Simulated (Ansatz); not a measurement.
# Nb2NS2 MXene monolayer in a perpendicular field, part 2 of 2

Aim: how the Nb2NS2 MXene monolayer screens a field along its normal, and what the field does to its bands. A positive field points along +c.

Ansatz 0.2.0; plane-wave DFT, PBE-D3(BJ), Ansatz PAW.

So far. Step 2 (Relaxing the slab): The lattice constant a goes from 3.079 to 3.273 Å.

### 3. Atoms held, field 0

A sawtooth potential applies the field, turning back in the middle of the vacuum. With the dipole correction the typed value is the field outside the slab. The induced dipole is small, so the SCF threshold is tight.

The cell differs from the one that the last finished run ended in (c 43.019 → 23.496 Å).

File input.yaml:

```yaml
crystal:
  lattice:
    - [3.2730315102, 0.0, 0.0]
    - [-1.6365157551, 2.8345284353, 0.0]
    - [0.0, 0.0, 23.4961211831]
  atoms:
    - { symbol: S, position: [0.3333333333, 0.6666666667, 0.3830419468] }
    - { symbol: Nb, position: [0.6666666667, 0.3333333333, 0.4514710885] }
    - { symbol: "N", position: [0.0, 0.0, 0.5] }
    - { symbol: Nb, position: [0.3333333333, 0.6666666667, 0.5485289115] }
    - { symbol: S, position: [0.6666666667, 0.3333333333, 0.6169580532] }
kpoints:
  mp_grid: { grid: [18, 18, 1] }
  band_path:
    path: [[0, 0, 0], [0.5, 0, 0], [0.33333333, 0.33333333, 0], [0, 0, 0]]
    npoints: 16
hamiltonian:
  xc: pbe
  dispersion: d3bj
scf:
  occupations: { method: fermi_dirac, width: 0.02585 }
  convergence: { dr2_threshold: 1.0e-10 }
efield:
  axis: 3
  dipole_correction: true
  ramp_position: 0.97
  ramp_width: 0.06
  amplitude: 0
output:
  dos: { projected: true, e_range: [-6, 5] }
  write_potential: true
  write_density: true
  volumetric_format: npy
  elf: true
```

On the command line:

```console
$ ansatz run input.yaml --threads 2 --pin off --max-ram 3072MiB --backend cpu --events-out ev --progress --plain --runs-dir out
```

Numbers of over 12 decimals in the logs are rounded to 6 here.

The program printed:

```text
[...]
Crystal: 5 atoms, lattice volume = 217.985 Å³
Basis set: ecut = 420 eV, 4339 PW (Γ)
Bands: 27, of which v1, the nominal top of the filled ones, is band 22 counted from 1 (21 counted from 0)
Symmetry: 6 space group operations
k-points: 37 of 324 (time reversal used)
[...]
SCF iter   1: F=—  HF=-11299.865299 eV  |F-HF|=—  |Δ(HF+E_count)|=         —  Δρ=3.46e-3  dr2=4.31e-2  ethr=1.77e-3  p=0.000 e·Å  D=1.43e-14 V/Å  ΔV_dip=-0.00 eV  dr2_dipole=1.24e-9  V_vac-E_F(+/−)=5.42/5.42 eV  ⟨swp⟩=10.0  Hψ=6157  notcnv=0
efield: sawtooth ramp at fractional position 0.9700 (set: `efield.ramp_position`, or a place that a band, a saddle search or an elastic batch's reference lends), width 0.0600; the density the first Hamiltonian is built on has a dipole p = 0.000 e·Å; the dipole correction subtracts the counter field D = 1.43e-14 V/Å, which shifts the + side's vacuum level by -0.00 eV against the − side's; the planar-averaged density in the ramp window peaks in size at 1.3e-5 e/Å³
[...]
SCF iter   2: F=—  HF=-11299.870461 eV  |F-HF|=—  |Δ(HF+E_count)|=   5.16e-3  Δρ=2.35e-3  dr2=4.61e-2  ethr=1.00e-4  p=0.000 e·Å  D=2.37e-5 V/Å  ΔV_dip=-0.00 eV  dr2_dipole=1.17e-8  V_vac-E_F(+/−)=5.49/5.50 eV  ⟨swp⟩=3.5  Hψ=2177  notcnv=0  defer=25
[...]
SCF iter   9: F=-11299.865019 eV  HF=-11299.865019 eV  |F-HF|=5.28e-11  |Δ(HF+E_count)|=   1.70e-9  Δρ=1.71e-7  dr2=5.69e-11  ethr=1.00e-12  p=-0.000 e·Å  D=-8.13e-9 V/Å  ΔV_dip=0.00 eV  dr2_dipole=1.10e-15  V_vac-E_F(+/−)=5.39/5.39 eV  ⟨swp⟩=7.8  Hψ=3347  notcnv=0
SCF 1 converged in 9 iterations: F = -11299.865019 eV  dr2 = 5.69e-11
[...]
NSCF: frozen V_eff on 49 k-points
efield: sawtooth ramp at fractional position 0.9700 (kept from the solve that this one continues, or follows in the run), width 0.0600; the density the first Hamiltonian is built on has a dipole p = -0.000 e·Å; the dipole correction subtracts the counter field D = -8.13e-9 V/Å, which shifts the + side's vacuum level by +0.00 eV against the − side's; the planar-averaged density in the ramp window peaks in size at 2.4e-7 e/Å³
[...]
SCF converged after 9 iterations
Free energy (F): -11299.865019 eV
[...]
Internal energy: -11299.861708 eV  (E = F + TS)
E sigma→0 (E₀):  -11299.863363 eV
Entropy (-TS):   -0.003311 eV (-0.662 meV/atom)
Fermi energy:    1.171897 eV
Dipole field:    D = -0.000000 V/Å  (p = -0.000000 e·Å, saw-weighted, corrected)
Work function:   Φ+ = 5.3946 eV   Φ− = 5.3946 eV
Levels:          The Fermi level and band energies are counted from a zero that moves with the ramp; work functions are not
[...]
--- Band table (eV; the first three rows and the last of 37) ---
  k-point 0: bands = [... 18 lower, -0.1868, -0.1868, 0.4285, 0.4285, 0.8229, 1.9345, 2.2935, 2.2935, ... 1 higher]
  k-point 1: bands = [... 18 lower, -0.4555, -0.3957, 0.3575, 0.6259, 0.9526, 2.0573, 2.2947, 2.3364, ... 1 higher]
  k-point 2: bands = [... 18 lower, -0.7321, -0.6802, 0.0880, 0.8835, 1.1985, 2.1648, 2.5117, 2.5346, ... 1 higher]
  k-point 36: bands = [... 18 lower, -2.3106, -2.3106, 1.0734, 1.0734, 1.5763, 3.3648, 3.3648, 3.7763, ... 1 higher]
```

Elapsed: 33 s, on 2 threads of Arm Neoverse N1, shared host; peak memory 0.56 GiB.

Reading the cycles: dr2 is the Hartree energy of the density residual (eV), the measure of convergence; HF is the Harris–Foulkes estimate of the energy, which meets the free energy F at convergence.

This step gave:

```
energy at zero smearing   : -11299.8634 eV
work function, upper face : 5.395 eV
dipole along the normal   : -6.13e-8 e·Å
```

Running mean over a fixed 2.8 Å (it still follows the layers) of the planar mean; the ramp of the sawtooth is left out. The electron's electrostatic potential energy less the Fermi level by z:

z (Å), electron's electrostatic potential energy less the Fermi level (eV) and a bar from the least value:
```
      3.0        5.4 ##############################
      3.5        5.4 ##############################
      4.0        5.4 ##############################
      4.5        5.4 ##############################
      5.0        5.4 ##############################
      5.5        5.4 ##############################
      6.0        5.4 ##############################
      6.5        5.2 ##############################
      7.0        4.6 #############################
      7.5        2.7 ##########################
      8.0        0.4 ######################
      8.5       -1.7 ###################
      9.0       -4.9 ##############
      9.5       -8.9 ########
     10.0      -11.1 #####
     10.5      -11.9 ####
     11.0      -12.6 ###
     11.5      -14.3 
     12.0      -14.3 
     12.5      -12.6 ###
     13.0      -11.9 ####
     13.5      -11.1 #####
     14.0       -8.9 ########
     14.5       -4.9 ##############
     15.0       -1.7 ###################
     15.5        0.5 ######################
     16.0        2.8 ##########################
     16.5        4.6 #############################
     17.0        5.2 ##############################
     17.5        5.4 ##############################
     18.0        5.4 ##############################
     18.5        5.4 ##############################
     19.0        5.4 ##############################
     19.5        5.4 ##############################
     20.0        5.4 ##############################
     20.5        5.4 ##############################
```

The density of states has structure finer than the step of the table below, so its rows give means over 0.2 eV, whole bins alone (the curve runs from -6 to 1.99 eV). Peaks (eV: height): -5.67: 9.19, -4.76: 9.03, -2.58: 11.1, -2.36: 7.73, 1.22: 7.69, 1.44: 5.17, 1.80: 5.21.

The density of states by energy, zero at the Fermi level; means over each step:

| energy (eV) | density of states (states/eV a cell) |
| --- | --- |
| -5.8 | 3.04 |
| -5.6 | 1.76 |
| -5.4 | 0.0981 |
| -5.2 | 1.47 |
| -5.0 | 3.75 |
| -4.8 | 5.51 |
| -4.6 | 3.38 |
| -4.4 | 1.11 |
| -4.2 | 2.22 |
| -4.0 | 3.57 |
| -3.8 | 2.61 |
| -3.6 | 3.35 |
| -3.4 | 3.30 |
| -3.2 | 4.02 |
| -3.0 | 4.24 |
| -2.8 | 4.75 |
| -2.6 | 6.30 |
| -2.4 | 4.82 |
| -2.2 | 2.60 |
| -2.0 | 2.08 |
| -1.8 | 2.55 |
| -1.6 | 1.76 |
| -1.4 | 1.60 |
| -1.2 | 1.90 |
| -1.0 | 1.66 |
| -0.8 | 0.752 |
| -0.6 | 1.19 |
| -0.4 | 1.67 |
| -0.2 | 1.62 |
| 0.0 | 1.69 |
| 0.2 | 1.53 |
| 0.4 | 1.44 |
| 0.6 | 1.71 |
| 0.8 | 2.11 |
| 1.0 | 3.90 |
| 1.2 | 6.03 |
| 1.4 | 4.60 |
| 1.6 | 2.59 |
| 1.8 | 3.19 |

Projected DOS per atom over height of the atomic layer and energy from the Fermi level. Layers: S Nb N Nb S from below.

Ten even steps from '_' (0.01 states/eV) to '@' (1.97 states/eV), each cell a mean:
```
..++__++..
__##..##__
..@@--@@..
__--__--__
__::__::__
..::__::..
..::__::..
__..__..__
..::__::..
....__....
--..__..--
--::__::--
@@==..==@@
##--..--##
**::__::**
==::__::==
==--__--==
....__....
##==..==##
--::__::--
__________
__::@@::__
```
Columns: height of the atomic layer (Å) from 9 to 14.5 (not evenly spaced); rows upwards: energy from the Fermi level (eV) from -5.96 to 1.96.

Electronic bands along the path, in eV, zero at the Fermi level:

| point | band 18 | band 19 | band 20 | band 21 | band 22 | band 23 | band 24 | band 25 |
| --- | --- | --- | --- | --- | --- | --- | --- | --- |
| Γ | -2.38 | -1.36 | -1.36 | -0.74 | -0.74 | -0.35 | 0.76 | 1.12 |
| halfway | -2.62 | -2.38 | -1.94 | -1.92 | 0.15 | 0.54 | 1.08 | 2.00 |
| M | -2.83 | -2.59 | -2.36 | -1.97 | 0.88 | 1.31 | 1.55 | 2.18 |
| halfway | -3.48 | -3.09 | -2.88 | -1.30 | 0.92 | 0.94 | 1.59 | 2.49 |
| K | -3.82 | -3.48 | -3.48 | -0.10 | -0.10 | 0.40 | 2.19 | 2.19 |
| halfway | -3.11 | -2.60 | -2.46 | -1.01 | -0.68 | 1.22 | 1.63 | 1.96 |
| Γ | -2.38 | -1.36 | -1.36 | -0.74 | -0.74 | -0.35 | 0.76 | 1.12 |

ELF in the ca plane at fractional y = 0.333, with atoms of Nb and S within 0.2 Å of it. It is the smooth field of the valence electrons, not physical close to the nuclei.

Ten even steps from '0' (0.00) to '9' (0.92), each cell a mean:
```
00000000000001345533553232113689998631000000
00000000000000012227777322225875799852000000
00000000000000001138447412236740499963100000
00000000000000011137667422236862699863100000
00000000000001234325775222124788999741000000
00000000000013567642222232112578876310000000
00000000000135788863113542232234321000000000
00000000000136788874224552232122100000000000
00000000000024678762112442121356653100000000
```
Columns run along c (16.0 Å, from fractional 0.14 to 0.82 of the cell), rows up along a (3.3 Å). Atoms in or near the plane, at fractional coordinates: Nb at (0.45, 0.67), S at (0.62, 0.67).

Valence density in the ca plane at fractional y = 0.333, with atoms of Nb and S within 0.2 Å of it. It is the smooth field of the valence electrons, not physical close to the nuclei.

Values in e/Å³, 5 rows by 16 columns, each cell a mean:
```
0.0 0.0 0.0 0.0 0.0 0.0 0.1 0.3 1.7 1.5 0.3 0.3 0.8 0.6 0.0 0.0
0.0 0.0 0.0 0.0 0.0 0.0 0.0 0.2 3.6 3.2 0.2 0.3 0.8 0.8 0.1 0.0
0.0 0.0 0.0 0.0 0.0 0.0 0.1 0.3 1.8 1.6 0.2 0.3 0.9 0.6 0.0 0.0
0.0 0.0 0.0 0.0 0.0 0.0 0.2 0.5 0.3 0.4 0.5 0.5 0.3 0.1 0.0 0.0
0.0 0.0 0.0 0.0 0.0 0.0 0.2 0.5 0.3 0.4 0.5 0.5 0.3 0.1 0.0 0.0
```
Columns run along c (16.0 Å, from fractional 0.08 to 0.76 of the cell), rows up along a (3.3 Å). Atoms in or near the plane, at fractional coordinates: Nb at (0.45, 0.67), S at (0.62, 0.67).

Electrostatic potential energy in the ca plane at fractional y = 0.333, with atoms of Nb and S within 0.2 Å of it. With pseudopotentials it is smooth inside the atoms' cores, unlike the true potential.

Ten even steps from '0' (-44 eV) to '9' (7 eV), each cell a mean:
```
99999999999999999999887423688888876568999999
99999999999999999999973000278888851126999999
99999999999999999999972000068898832315899999
99999999999999999999972000168888841215999999
99999999999999999999985101478888863347999999
99999999999999999998887656788777887789999999
99999999999999999988788888887655789999999999
99999999999999999987788888887655789999999999
99999999999999999998888777888766788899999999
```
Columns run along c (16.0 Å, from fractional 0.08 to 0.76 of the cell; values clipped at the 3rd and 97th percentile), rows up along a (3.3 Å). Atoms in or near the plane, at fractional coordinates: Nb at (0.45, 0.67), S at (0.62, 0.67).

The work function of the upper face is 5.39 eV.

### 4. Atoms held, field 0.1 V/Å

input.yaml, as its differences from that of step 3:

```diff
@@ -27,5 +27,4 @@
   ramp_width: 0.06
-  amplitude: 0
+  amplitude: 0.1
 output:
-  dos: { projected: true, e_range: [-6, 5] }
   write_potential: true
@@ -33,2 +32 @@
   volumetric_format: npy
-  elf: true
```

The program printed:

```text
[...]
Crystal: 5 atoms, lattice volume = 217.985 Å³
Basis set: ecut = 420 eV, 4339 PW (Γ)
Bands: 27, of which v1, the nominal top of the filled ones, is band 22 counted from 1 (21 counted from 0)
Symmetry: 6 space group operations
k-points: 37 of 324 (time reversal used)
[...]
k-point 0: bands = [... 18 lower, -0.1872, -0.1872, 0.4282, 0.4282, 0.8226, 1.9342, 2.2932, 2.2932, ... 1 higher]
  k-point 1: bands = [... 18 lower, -0.4559, -0.3961, 0.3572, 0.6256, 0.9523, 2.0569, 2.2943, 2.3361, ... 1 higher]
  k-point 2: bands = [... 18 lower, -0.7324, -0.6805, 0.0877, 0.8831, 1.1982, 2.1645, 2.5114, 2.5343, ... 1 higher]
  k-point 36: bands = [... 18 lower, -2.3197, -2.3018, 1.0705, 1.0757, 1.5760, 3.3637, 3.3653, 3.7759, ... 1 higher]
[key lines of the parts left out:]
SCF converged after 12 iterations
Free energy (F): -11299.866916 eV
Fermi energy:    1.171555 eV
Dipole field:    D = 0.031490 V/Å  (p = 0.037935 e·Å, saw-weighted, corrected)
```

Run time: 37 s. Hardware: 2 threads; peak memory 0.54 GiB; 74 s of CPU time.

The dipole is 0.0379 e·Å.

### 5. Single point, field -0.1 V/Å

input.yaml, as its differences from that of step 4:

```diff
@@ -27,3 +27,3 @@
   ramp_width: 0.06
-  amplitude: 0.1
+  amplitude: -0.1
 output:
```

The program printed:

```text
[...]
Crystal: 5 atoms, lattice volume = 217.985 Å³
Basis set: ecut = 420 eV, 4339 PW (Γ)
Bands: 27, of which v1, the nominal top of the filled ones, is band 22 counted from 1 (21 counted from 0)
Symmetry: 6 space group operations
k-points: 37 of 324 (time reversal used)
[...]
k-point 0: bands = [... 18 lower, -0.1872, -0.1872, 0.4282, 0.4282, 0.8226, 1.9342, 2.2932, 2.2932, ... 1 higher]
  k-point 1: bands = [... 18 lower, -0.4559, -0.3961, 0.3572, 0.6256, 0.9523, 2.0569, 2.2943, 2.3361, ... 1 higher]
  k-point 2: bands = [... 18 lower, -0.7324, -0.6805, 0.0877, 0.8831, 1.1982, 2.1645, 2.5114, 2.5343, ... 1 higher]
  k-point 36: bands = [... 18 lower, -2.3197, -2.3018, 1.0705, 1.0757, 1.5760, 3.3637, 3.3653, 3.7759, ... 1 higher]
[key lines of the parts left out:]
SCF converged after 12 iterations
Free energy (F): -11299.866916 eV
Fermi energy:    1.171555 eV
Dipole field:    D = -0.031490 V/Å  (p = -0.037935 e·Å, saw-weighted, corrected)
```

Elapsed: 37 s, on 2 threads; peak memory 0.54 GiB.

The dipole is -0.0379 e·Å.

### 6. Response, atoms held

This step: plane-wave DFT, PBE-D3(BJ), Ansatz PAW; response to a field along the normal, atoms held (Ansatz 0.2.0).

The dipoles give the slope, and the difference of two potentials shows where the field is screened.

Numbers from this step:

```
equivalent conductor thickness p/(ε₀AE) : 7.399 Å
distance between the outer atoms        : 5.496 Å
```

The dipole of the cell by applied field:

| applied field (V/Å) | dipole of the cell (e·Å) |
| --- | --- |
| -0.1000 | -0.0379 |
| 0.0000 | -6.1e-8 |
| 0.1000 | 0.0379 |

Local field over the applied field, running mean. From the potentials at -0.1 and 0.1 V/Å; running mean over 2.5 Å. Local field over applied field against z:

z (Å), local field over applied field and a bar:
```
      4.5      0.999 ##############################
      5.0      0.997 ##############################
      5.5      0.992 ##############################
      6.0      0.975 #############################
      6.5      0.931 ############################
      7.0      0.833 #########################
      7.5      0.679 ####################
      8.0      0.502 ###############
      8.5      0.321 #########
      9.0      0.172 #####
      9.5      0.081 ##
     10.0      0.040 #
     10.5      0.025 
     11.0      0.025 
     11.5      0.024 
     12.0      0.024 
     12.5      0.025 
     13.0      0.025 
     13.5      0.041 #
     14.0      0.081 ##
     14.5      0.173 #####
     15.0      0.323 #########
     15.5      0.504 ###############
     16.0      0.681 ####################
     16.5      0.834 #########################
     17.0      0.931 ############################
     17.5      0.976 #############################
     18.0      0.992 ##############################
     18.5      0.997 ##############################
     19.0      0.999 ##############################
```

Electrons, planar mean, per unit field. Induced electron density against z:

| z (Å) | induced electron density (e/Å³ per V/Å) |
| --- | --- |
| 4.11 | 1.1e-6 |
| 4.55 | 3.3e-6 |
| 4.99 | 9.8e-6 |
| 5.29 | 2.0e-5 |
| 5.73 | 5.7e-5 |
| 6.17 | 1.6e-4 |
| 6.61 | 4.1e-4 |
| 7.05 | 0.00100 |
| 7.34 | 0.00172 |
| 7.78 | 0.00320 |
| 8.22 | 0.00356 |
| 8.66 | 0.00151 |
| 9.10 | 0.00102 |
| 9.55 | 3.6e-4 |
| 9.84 | -5.2e-4 |
| 10.28 | -4.3e-4 |
| 10.72 | 6.5e-4 |
| 11.16 | 5.3e-5 |
| 11.60 | 3.0e-5 |
| 11.89 | -3.0e-5 |
| 12.34 | -5.3e-5 |
| 12.78 | -6.5e-4 |
| 13.22 | 4.3e-4 |
| 13.66 | 5.2e-4 |
| 13.95 | -3.6e-4 |
| 14.39 | -0.00102 |
| 14.83 | -0.00151 |
| 15.27 | -0.00356 |
| 15.71 | -0.00320 |
| 16.15 | -0.00172 |
| 16.45 | -0.00100 |
| 16.89 | -4.1e-4 |
| 17.33 | -1.6e-4 |
| 17.77 | -5.7e-5 |
| 18.21 | -2.0e-5 |
| 18.50 | -9.8e-6 |
| 18.94 | -3.3e-6 |
| 19.38 | -1.1e-6 |

By hand: between -0.1 and 0.1 V/Å the dipole changes by 0.07587 e·Å, a slope of 0.3793 e·Å²/V. A perfect conductor of thickness t has p = ε₀AEt, so t = 180.95 × 0.3793 / 9.278 = 7.40 Å (e/ε₀ = 180.95 V·Å, A in Å²).

The induced dipole is that of a conductor 7.40 Å thick.

### 7. Summary of results

* gap without field: none
* work function, upper face: 5.39 eV
* equivalent conductor thickness, atoms held: 7.40 Å

The induced dipole equals that of a perfect conductor 7.40 Å thick, while the outer atoms lie 5.50 Å apart. There is no gap over 0.03 eV, with or without the field. The first relaxation ran with spin and lost its moment, and the later runs have none; other magnetic states were not tried. Spin-orbit coupling is left out. The MXene's terminations sit over the metal atoms of its far layer; the site over carbon or nitrogen, which some compounds prefer, was not run.

[Logs are printed without paths, hosts, clocks, repeated set-up lines and the standing remarks that a program may print on its own settings, such as how far it seeks lower states.]

[Hosts, paths, dates, database ids (printed as entryN), source tags and the programs' standing remarks are cut or masked in the printed files.]

[Maps of the electrostatic potential energy from Ansatz leave out the sawtooth potential of an applied field or a dipole correction, so their vacuum need not be flat; planar profiles and work functions include it.]

[The density of states shown here was stored with 400 of the rows of the run's finer table, so its peaks can read low, often by over a quarter, or be missed, and its means over a window can be off by a tenth or more.]
